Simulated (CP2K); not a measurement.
Crystal: NbAs.

```
CELL_PARAMETERS angstrom
6.32951 0.00000 0.00000
4.44718 4.50392 0.00000
-5.38835 -2.25196 2.44072
ATOMIC_POSITIONS crystal
Nb 0.50000 0.00000 0.50000
Nb 0.75000 0.75000 0.00000
As 0.91600 0.41600 0.50000
As 0.16600 0.16600 0.00000
```

Base run:

```yaml
Program: CP2K 2026.2
Functional: RPBE
Potentials_or_basis: POTENTIAL_UZH Nb GTH-PBE-q13, As GTH-PBE-q5; TZVP-MOLOPT-PBE-GTH basis
Density_cutoff: 9184 eV
k_mesh: 11 × 11 × 11
Occupations: fermi-dirac, width 0.05 eV
Spin: no spin polarisation
```

Its results: band gap on the k mesh none (metal or under the smearing width); pressure 6.9 GPa; largest force 0.312 eV/Å.

Question: The run is repeated on the same cell with these changes: functional from RPBE to PBE. What comes out?

Answer: Band gap on the k mesh 0.03 eV, indirect (least direct gap 0.08 eV); pressure 5.2 GPa; largest force 0.313 eV/Å.

PBE binds more tightly than RPBE, so the same cell stands under less pressure.

Caveats: the basis of atomic orbitals isn't converged, which shifts pressures, moduli and gaps; the potentials were made for another functional, which shifts forces and pressure (some runs); an odd mesh through Γ misses points on the zone boundary, where band edges often lie (some runs).

Not every run made on this cell is shown here.
